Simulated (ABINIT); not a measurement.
## Quasiparticle gap of GaAs (F-43m) in ABINIT

Aim: the G0W0 gap of GaAs (F-43m) on PBE, step by step.

Calculated with ABINIT 10.8.3; PBE and many-body steps on it, plane waves.

**The experiments to reproduce.**

- Gap 1.51 eV: band-edge emission energy from PL (direct gap at Gamma); photoluminescence, 633 nm excitation; 77 K; bulk crystal (MBE GaAs matrix around a thin InAs wetting layer on semi-insulating GaAs (100)) (“Photoluminescence of InAs/GaAs quantum dots under direct two-photon excitation”, 2020, pmc:7331710).

- Gap 1.412 ± 0.01 eV: direct gap E0 at Gamma from ellipsometry; variable-angle spectroscopic ellipsometry, parametric critical-point fit; 300 K; bulk crystal (semi-insulating GaAs(001) reference substrate with native oxide) (“Evidence of valence band perturbations in GaAsN/GaAs(001): A combined variable-angle spectroscopic ellipsometry and modulated photoreflectance investigation”, 2008, arxiv:0805.2212).

- Gap 1.418 ± 0.005 eV: direct gap E0 at Gamma from PR; modulated photoreflectance, low-field lineshape fit; 300 K; bulk crystal (semi-insulating GaAs(001) reference substrate) (“Evidence of valence band perturbations in GaAsN/GaAs(001): A combined variable-angle spectroscopic ellipsometry and modulated photoreflectance investigation”, 2008, arxiv:0805.2212).

- Gap 1.42 eV: fundamental direct gap E0 at Gamma, seen as sharp points in Psi and Delta; spectroscopic ellipsometry; 300 K; bulk crystal (semi-insulating GaAs (100) substrate) (“Ellipsometric study of the Electronic Structure of GaMnAs and LT-GaAs”, 2004, arxiv:cond-mat/0404304).

### 1. Set-up

It takes space group F-43m (No. 216, cubic). Conventional cell: a = 5.654 Å, b = 5.654 Å, c = 5.654 Å, α = 90.00°, β = 90.00°, γ = 90.00°. Nearest to Ga lie 4 As at 2.45 Å. Nearest to As lie 4 Ga at 2.45 Å. Farther neighbours are not listed.

The cell and positions come from the Crystallography Open Database and are kept as given unless a step says otherwise.

### 2. Ground state

This step: ABINIT 10.8.3; DFT, PBE, plane waves, norm-conserving pseudopotentials.

The ground-state density comes first.

The input, run.abi:

```
acell 3*1.0 Angstrom
rprim 
  0.000000000000 2.826850000000 2.826850000000
  2.826850000000 0.000000000000 2.826850000000
  2.826850000000 2.826850000000 0.000000000000
ntypat 2
znucl 31 33
natom 2
typat 1 2
xred 
  0.000000000000 0.000000000000 0.000000000000
  0.250000000000 0.250000000000 0.250000000000
pp_dirpath "pseudos"
pseudos "Ga.upf, As.upf"
ecut 45
ngkpt 6 6 6
nshiftk 1
shiftk 0 0 0
kptopt 1
chksymbreak 0
nband 27
occopt 1
tolvrs 1e-10
nstep 60
prtwf 0
optforces 0
optstress 0
indata_prefix "in"
outdata_prefix "out"
tmpdata_prefix "tmp"
```

On the command line:

```
$ OMP_NUM_THREADS=1 mpirun -n 4 abinit run.abi > log
```

Numbers of over 12 decimals in the logs are rounded to 6 here.

Output:

```text
.Version 10.8.3 of ABINIT. v10.8.2 released Aug 2026.

 Symmetries : space group F-4 3 m (#216); Bravais cF (face-center cubic)
================================================================================
 Values of the parameters that define the memory need of the present run
     intxc =       0    ionmov =       0      iscf =       7    lmnmax =       6
     lnmax =       6     mgfft =      48  mpssoang =       3    mqgrid =    3001
     natom =       2  nloc_mem =       1    nspden =       1   nspinor =       1
    nsppol =       1      nsym =      24    n1xccc =    2501    ntypat =       2
    occopt =       1   xclevel =       2
-    mband =          27        mffmem =           1         mkmem =           4
       mpw =        4428          nfft =      110592          nkpt =          16
================================================================================
  Rough estimation (10% accuracy) of disk space for files :
================================================================================

--------------------------------------------------------------------------------
------------- Echo of variables that govern the present computation ------------
--------------------------------------------------------------------------------
 -outvars: echo values of preprocessed input variables --------
            acell      1.8897261259E+00  1.8897261259E+00  1.8897261259E+00 Bohr

      chksymbreak           0
             ecut      4.50000000E+01 Hartree
-          fftalg         312

              ixc     -101130
              kpt      0.00000000E+00  0.00000000E+00  0.00000000E+00
                       1.66666667E-01  0.00000000E+00  0.00000000E+00
                       3.33333333E-01  0.00000000E+00  0.00000000E+00
                       5.00000000E-01  0.00000000E+00  0.00000000E+00
                       1.66666667E-01  1.66666667E-01  0.00000000E+00
                       3.33333333E-01  1.66666667E-01  0.00000000E+00
                       5.00000000E-01  1.66666667E-01  0.00000000E+00
                      -3.33333333E-01  1.66666667E-01  0.00000000E+00
                      -1.66666667E-01  1.66666667E-01  0.00000000E+00
   [... 5 further rows ...]
                      -3.33333333E-01  3.33333333E-01  1.66666667E-01
                      -3.33333333E-01  5.00000000E-01  1.66666667E-01
         kptrlatt        6    0    0      0    6    0      0    0    6
          kptrlen      4.53281381E+01
P           mkmem           4
            natom           2
            nband          27
            ngfft          48      48      48
             nkpt          16
            nstep          60
             nsym          24
           ntypat           2
              occ      2.000000  2.000000  2.000000  2.000000  2.000000  2.000000
                       2.000000  2.000000  2.000000  2.000000  2.000000  2.000000
                       2.000000  2.000000  2.000000  2.000000  2.000000  2.000000
                       2.000000  2.000000  2.000000  2.000000  0.000000  0.000000
[...]
optforces           0
        optstress           0
            prtwf           0
            rprim      0.0000000000E+00  2.8268500000E+00  2.8268500000E+00
[...]
spgroup         216

           tolvrs      1.00000000E-10

             xred      0.0000000000E+00  0.0000000000E+00  0.0000000000E+00
[...]
znucl       31.00000   33.00000

================================================================================

 chkinp: Checking input parameters for consistency.

================================================================================
== DATASET  1 ==================================================================
-   mpi_nproc: 4, omp_nthreads: 1 (-1 if OMP is not activated)

--- !DatasetInfo
iteration_state: {dtset: 1, }
dimensions: {natom: 2, nkpt: 16, mband: 27, nsppol: 1, nspinor: 1, nspden: 1, mpw: 4428, }
cutoff_energies: {ecut:  45.0, pawecutdg:  -1.0, }
electrons: {nelect:   4.40000000E+01, charge:   0.00000000E+00, occopt:   1.00000000E+00, tsmear:   1.00000000E-02, }

 Real(R)+Recip(G) space primitive vectors, cartesian coordinates (Bohr,Bohr^-1):
 R(1)=  0.0000000  5.3419723  5.3419723  G(1)= -0.0935984  0.0935984  0.0935984
 R(2)=  5.3419723  0.0000000  5.3419723  G(2)=  0.0935984 -0.0935984  0.0935984
 R(3)=  5.3419723  5.3419723  0.0000000  G(3)=  0.0935984  0.0935984 -0.0935984
 Unit cell volume ucvol=  3.0488418E+02 bohr^3
 Angles (23,13,12)=  6.00000000E+01  6.00000000E+01  6.00000000E+01 degrees

 getcut: wavevector=  0.0000  0.0000  0.0000  ngfft=  48  48  48
         ecut(hartree)=     45.000   => boxcut(ratio)=   2.10404

--- Pseudopotential description ------------------------------------------------
- Ga Generated using ONCVPSP code by D. R. Hamann
- 31.00000  21.00000  171031                  znucl, zion, pspdat
12 -101130 2 -1 1902                          pspcod,pspxc,lmax,lloc,mmax
     nproj     2     2     2
  pspatm : epsatm=   21.85474337
         --- l  ekb(1:nproj) -->
[...]
pspatm: atomic psp has been read  and splines computed

- As Generated using ONCVPSP code by D. R. Hamann
- 33.00000  23.00000  171031                  znucl, zion, pspdat
12 -101130 2 -1 1358                          pspcod,pspxc,lmax,lloc,mmax
     nproj     2     2     2
  pspatm : epsatm=   24.77333152
         --- l  ekb(1:nproj) -->
[...]
pspatm: atomic psp has been read  and splines computed

   2.05163530E+03                                ecore*ucvol(ha*bohr**3)
--------------------------------------------------------------------------------

_setup2: Arith. and geom. avg. npw (full set) are    4396.153    4396.130

================================================================================

--- !BeginCycle
iteration_state: {dtset: 1, }
solver: {iscf: 7, nstep: 60, nline: 4, wfoptalg: 0, }
tolerances: {tolvrs: 1.00E-10, }

     iter   Etot(hartree)      deltaE(h)  residm     vres2
 ETOT  1  -551.03046146651    -5.510E+02 9.109E-01 1.435E+03
 ETOT  2  -553.19824534608    -2.168E+00 2.477E-02 2.566E+03
 ETOT  3  -553.54765832786    -3.494E-01 3.271E-02 3.191E+02
 ETOT  4  -553.56859560667    -2.094E-02 4.856E-03 1.481E+02
 ETOT  5  -553.58703702391    -1.844E-02 5.683E-04 1.915E+00
 ETOT  6  -553.58715212543    -1.151E-04 3.854E-05 6.968E-01
 ETOT  7  -553.58724571705    -9.359E-05 3.828E-06 9.701E-03
 ETOT  8  -553.58724688351    -1.166E-06 1.260E-06 5.277E-04
 ETOT  9  -553.58724687676     6.753E-09 8.972E-07 5.197E-04
 ETOT 10  -553.58724695068    -7.392E-08 3.128E-07 1.448E-07
 ETOT 11  -553.58724695072    -4.195E-11 3.029E-07 5.961E-09
 ETOT 12  -553.58724695070     1.910E-11 1.090E-07 4.989E-10
 ETOT 13  -553.58724695071    -9.663E-12 1.174E-07 1.973E-11

 At SCF step   13       vres2   =  1.97E-11 < tolvrs=  1.00E-10 =>converged.

--- !ResultsGS
iteration_state: {dtset: 1, }
comment   : Summary of ground state results
lattice_vectors:
- [  0.0000000,   5.3419723,   5.3419723, ]
- [  5.3419723,   0.0000000,   5.3419723, ]
- [  5.3419723,   5.3419723,   0.0000000, ]
lattice_lengths: [   7.55469,    7.55469,    7.55469, ]
lattice_angles: [ 60.000,  60.000,  60.000, ] # degrees, (23, 13, 12)
lattice_volume:   3.0488418E+02
convergence: {deltae: -9.663E-12, res2:  1.973E-11, residm:  1.174E-07, diffor:  0.000E+00, }
etotal    :  -5.53587247E+02
entropy   :   0.00000000E+00
fermie    :   2.08235878E-01
cartesian_stress_tensor: null
pressure_GPa: null
xred      :
- [  0.0000E+00,   0.0000E+00,   0.0000E+00, Ga]
- [  2.5000E-01,   2.5000E-01,   2.5000E-01, As]
cartesian_forces: null
force_length_stats: {min: null, max: null, mean: null, }

 Integrated electronic density in atomic spheres:
 ------------------------------------------------
 Atom  Sphere_radius  Integrated_density
    1        2.00000         18.80846266
    2        2.00000         20.37373321
================================================================================

 ----iterations are completed or convergence reached----

 Mean square residual over all n,k,spin=   27.173E-11; max=  11.737E-08
 reduced coordinates (array xred) for    2 atoms
       0.000000000000      0.000000000000      0.000000000000
       0.250000000000      0.250000000000      0.250000000000
 rms dE/dt=  0.0000E+00; max dE/dt=  0.0000E+00; dE/dt below (all hartree)
    1       0.000000000000      0.000000000000      0.000000000000
    2       0.000000000000      0.000000000000      0.000000000000

 cartesian coordinates (angstrom) at end:
    1      0.000000     0.000000     0.000000
    2      1.413425     1.413425     1.413425
 length scales=  1.889726125908  1.889726125908  1.889726125908 bohr
              =  1.000000000000  1.000000000000  1.000000000000 angstroms
 prteigrs : about to open file out_EIG
 Fermi (or HOMO) energy (hartree) =   0.20824   Average Vxc (hartree)=  -0.36654
 Eigenvalues (hartree) for nkpt=  16  k points:
 kpt#   1, nband= 27, wtk=  0.00463, kpt=  0.0000  0.0000  0.0000 (reduced coord)
  -6.58411   -5.07879   -4.50242   -4.50242   -4.50242   -3.26559   -3.26559   -3.26559
  -1.08415   -1.08415   -1.08415   -1.08382   -1.08382   -0.33685   -0.33685   -0.33685
  -0.33402   -0.33402   -0.25960    0.20824    0.20824    0.20824    0.22690    0.34556
   0.34556    0.34556    0.48736
 prteigrs : prtvol=0 or 1, do not print more k-points.

--- !EnergyTerms
iteration_state     : {dtset: 1, }
comment             : Components of total free energy in Hartree
kinetic             :  2.56579599922981E+02
hartree             :  2.39359398107684E+02
xc                  : -5.35166848518870E+01
Ewald energy        : -2.44384754666974E+02
psp_core            :  6.72922843284988E+00
local_psp           : -6.21711725125364E+02
non_local_psp       : -1.36642308770002E+02
total_energy        : -5.53587246950713E+02
total_energy_eV     : -1.50638763976251E+04
band_energy         : -8.40153441810219E+01

== END DATASET(S) ==============================================================
================================================================================

 -outvars: echo values of variables after computation  --------
           etotal     -5.5358724695E+02
            nband          27
             nkpt          16
          spgroup         216
 [... the other variables as echoed above ...]

 Calculation completed.
```

It took 25 s on 4 MPI ranks of Arm Neoverse V1, shared host; peak memory 0.35 GiB; 99 s of CPU time.

Numbers from this step:

```
total energy               : -15063.8764 eV
gap                        : 0.5078 eV
k of the valence top       : 0, 0, 0
k of the conduction bottom : 0, 0, 0
least direct gap           : 0.5078 eV
```

The gap is direct, at Γ.

(Part 1 of 3 ends here.)

[Paths, hosts, dates, memory and timing lines, banners, echoed tables and standing remarks are left out of the program output.]

[Logs are printed without paths, hosts, clocks, repeated set-up lines and the standing remarks that a program may print on its own settings, such as how far it seeks lower states.]

[Runs of the session that timed out or met a known fault of the program may be left out.]

[Hosts, paths, dates, database ids (printed as entryN), source tags and the programs' standing remarks are cut or masked in the printed files.]

[G0W0 gaps are taken among the corrected bands and points alone; a level outside them can change the order at an edge.]

[Where Ansatz stands beside ABINIT at settings called matched, ABINIT's density can come from a denser mesh and the files from another edition; pairs whose starting gaps differed by over 0.03 eV were left out, so agreement reads better than it is.]
